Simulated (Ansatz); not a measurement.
# Relaxing Au

Level of theory: DFT PBE, scalar-relativistic, plane waves, PAW in Ansatz.

Au was placed on the alpha-gallium structure type (Cmce, No. 64), at a guessed volume.

Input of the last, converged step (default PAW datasets):

```yaml
crystal:
  lattice:
    - [-1.8095532504, 1.8095532504, 1.4066269757]
    - [1.8095532504, -1.8095532504, 1.4066269757]
    - [1.8095532504, 1.8095532504, -1.4066269757]
  atoms:
    - { symbol: Au, position: [0.5, 0.5, 0.0] }
basis:
  ecutwfc: 420
kpoints:
  mp_grid: { grid: [24, 24, 24] }
hamiltonian:
  xc: pbe
scf:
  occupations: { method: gaussian, width: 0.1 }
output:
  forces: true
  stress: true
  eigenvalues: true
relax:
  adjacent_minimum: "off"
  f_tol: 0.01
  max_steps: 80
  cell: { stress_tol: 0.05 }
```

It can be run as:

```bash
ansatz run input.yaml --threads 1 --pin off --backend cpu --events-out ev --progress --plain --runs-dir out  # memory cap (--max-ram) not shown
```

End of the output:

```
SCF converged after 6 iterations
Free energy (F): -13149.315234 eV
Harris-Foulkes:  -13149.315234 eV  (|F-HF|=1.82e-12)
Internal energy: -13149.313411 eV  (E = F + TS)
E sigma→0 (E₀):  -13149.314322 eV
Entropy (-TS):   -0.001823 eV (-1.823 meV/atom)
Fermi energy:    19.067632 eV
--- Per-component energies (eV) ---
  E_band       = -233.513956
  E_kinetic    = 604.112551
  E_local      = -1799.923923  (includes V_loc(G=0)·N_el)
  E_nonlocal   = 74.246889
  E_hartree    = 762.192234
  E_xc         = -227.680544
  E_vxc        = -274.781829  (∫ρ·V_xc dr)
  E_paw        = -9706.698339  (= ΣΔE_a)
  E_vpaw       = -361.553552  (= ΣTr[D̂ρ^β])
  E_aug_tail   = 0.001450  (compensation charges beyond the density's cutoff)
  E_ewald      = -2855.563729
  E_smearing   = -0.001823  (= −TS)
  E_closure    = 0.000000  (closes the sum)
  Σ components = -13149.315234   (vs F -13149.315234, Δ=0.00e0)
--- Forces (eV/Å), atoms counted from 1 ---
  atom   1  Au     0.00000000     0.00000000     0.00000000
  max |Σ_I F_I| component: 7.57e-29 eV/Å
--- Stress (GPa, compression-positive) ---
       -0.015140       0.000000       0.000000
        0.000000      -0.015140       0.000000
        0.000000       0.000000      -0.003465
  P = ⅓ Tr σ = -0.0112 GPa (-0.112 kbar)
--- Relaxed structure (7 steps of the walk, 7 accepted, 1 SCFs on fresh bases) ---
  F+E_penalty+E_count = -13149.31523363 eV   max|allowed force component| = 0.000e0 eV/Å   (the final SCF, on the basis selected at the relaxed cell)
  cell:  # Å, volume = 18.1099 Å³
    - [-1.752785, 1.752785, 1.473669]
    - [1.752785, -1.752785, 1.473669]
    - [1.752785, 1.752785, -1.473669]
  atoms:
    - { symbol: Au, position: [0.500000, 0.500000, 0.000000] }
```

Total energies depend on the potentials used, so only differences within one code and one set of settings carry meaning.

The result has space group I4/mmm (No. 139). Around Au lie 10 Au at 2.88–2.95 Å and 4 Au at 3.51 Å.

It lies 0.01 eV/atom above the element's standard state at the same level.

For metals, differences of a few meV/atom aren't resolved. Spin–orbit coupling is left out.

A structure relaxed within its symmetry needn't be a true minimum.